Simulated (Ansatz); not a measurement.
Crystal: Ta.

```
Ta
1.0
    -1.65128    1.65128    1.65128
     1.65128   -1.65128    1.65128
     1.65128    1.65128   -1.65128
Ta
1
Direct
  0.00000 0.00000 0.00000
```

Base run:

| Quantity | Value |
| --- | --- |
| Program | Ansatz 0.2.0 |
| Functional | PBE |
| Potentials or basis | Ansatz PAW |
| Cutoff | 420 eV |
| Density cutoff | 1680 eV |
| k mesh | 11 × 11 × 11 |
| Occupations | fermi-dirac, width 0.05 eV |
| Spin | no spin polarisation |

Its results: band gap on the k mesh none (metal or under the smearing width); pressure 2.6 GPa.

**Question.** The run is repeated on the same cell with these changes: occupations from fermi-dirac, width 0.05 eV to gaussian, width 0.022 eV. What comes out?

**Answer.** Band gap on the k mesh none (metal or under the smearing width); pressure 2.1 GPa.

Not every run made on this cell is shown here.
